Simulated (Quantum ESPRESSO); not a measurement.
**SiO2 under changes of volume**

One of the cells (14.237 Å³/atom); the others are scaled copies at fixed shape and fractional positions:

```
Si O
1.0
     4.97559    0.00000    0.00000
     0.00000    4.97559    0.00000
     0.00000    0.00000    6.90089
Si O
4 8
Direct
  0.80325 0.80325 0.50000
  0.69675 0.30325 0.25000
  0.30325 0.69675 0.75000
  0.19675 0.19675 0.00000
  0.76176 0.11039 0.43204
  0.88961 0.23824 0.06796
  0.11039 0.76176 0.56796
  0.26176 0.38961 0.81796
  0.23824 0.88961 0.93204
  0.73824 0.61039 0.31796
  0.38961 0.26176 0.18204
  0.61039 0.73824 0.68204
```

The cell comes from a database or a generator and needn't be the stable form of this composition.

| Property | Result |
| --- | --- |
| Program | Quantum ESPRESSO 7.5 |
| Functional | PBE |
| Potentials or basis | SSSP 1.3 efficiency PBE |
| Cutoff | 748 eV |
| Density cutoff | 5987 eV |
| k mesh | 6 × 6 × 4 |
| Occupations | fermi-dirac, width 0.05 eV |
| Spin | no spin polarisation |

```tsv
volume (Å³/atom)	energy over the lowest point (meV/atom)	pressure (GPa)	gap on the mesh (eV)	largest force (eV/Å)
13.383	67.86	18.0	6.07	1.080
13.667	39.77	13.3	5.97	0.800
13.952	19.67	9.0	5.85	0.543
14.237	?	?	?	?
14.522	0.44	1.7	5.61	0.091
14.806	0.00	-1.5	5.48	0.114
15.091	4.92	-4.3	5.35	0.298
```

Problem. What does the run at 14.237 Å³/atom give?

Solution. Energy over the lowest point 6.78 meV/atom; pressure 5.2 GPa; gap on the mesh 5.73 eV; largest force 0.307 eV/Å.

Worked out: A Birch-Murnaghan fit of order 3 (a polynomial in V^(-2/3)) to the other rows has its minimum at 14.68 Å³/atom with B0 = V·E''(V) = 162 GPa and B' = 4.2 at fixed shape and positions, which overstates the stiffness. It gives 6.77 meV/atom at 14.237 Å³/atom, against the run's 6.78, and -dE/dV = 5.3 GPa, against 5.2. A parabola through the other rows of the gap, of slope -6.06 eV per unit of ln V (its deformation potential) there, gives 5.73 eV, against the run's 5.73.

Energies are extrapolated to zero smearing.

Caveats: forces of over 1 eV/Å show positions far from the minimum, so gaps and moduli don't describe the material at rest (some runs).

A mesh can miss the band edges.
